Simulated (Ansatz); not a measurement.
One crystal and one scan (scan of one atom of the cell) at two levels, PBEsol (plane waves to 420 eV, PAW, scalar-relativistic; Ansatz, a first-principles code) and PBE (plane waves to 420 eV, PAW, scalar-relativistic; Ansatz), each from its own relaxed cell and on its own mesh. The cell shown is that of PBEsol.

Relaxed InN (zinc blende):

```
InN
1.0
    0.00000     2.49330     2.49330
    2.49330     0.00000     2.49330
    2.49330     2.49330     0.00000
N In
1 1
Direct
  0.75000   0.75000   0.75000
  0.00000   0.00000   0.00000
```

Scan: atom 2 (In, nearest neighbour N at 2.159 Å; its periodic images, 3.5 Å or more away, move with it) is displaced along Cartesian z, direction (0.000, 0.000, 1.000) in Cartesian axes, by s. The other atoms stay.

Energies are smeared free energies. InN was relaxed with its symmetry unable to fall. With partly filled bands, energies and forces of such displacements shift with the k mesh and the smearing. Percentages come from the unrounded values.

Results of PBEsol:

- Lattice constant a (Å) = 4.987
- Force constant k = d²E/ds² at s = 0 (finite differences) (eV/Å²) = 9.42
- Zone-centre optical wavenumber from k (cm⁻¹) = 453
- Shape of the curve = a single well with its minimum at or next to zero displacement

Q: Estimate the PBE values.

A: 
```tsv
quantity	PBE	PBEsol − PBE
Lattice constant a (Å)	5.049	-0.062 (-1.2 %)
Force constant k = d²E/ds² at s = 0 (finite differences) (eV/Å²)	8.60	+0.82 (+9.6 %)
Zone-centre optical wavenumber from k (cm⁻¹)	433	+20 (+4.7 %)
```

PBEsol gives the higher value for: force constant k = d²E/ds² at s = 0; zone-centre optical wavenumber from k. PBEsol gives the lower value for: lattice constant a. (PBEsol) At this level the bands of InN touch or barely overlap; measurements give the solid a gap. (PBE) At this level the bands of InN touch or barely overlap; measurements give the solid a gap. Both give the same shape of the curve: a single well with its minimum at or next to zero displacement.

(A displaced cell: forces are minus the slopes of the energy, force constants its curvatures, and phonons follow from these.)
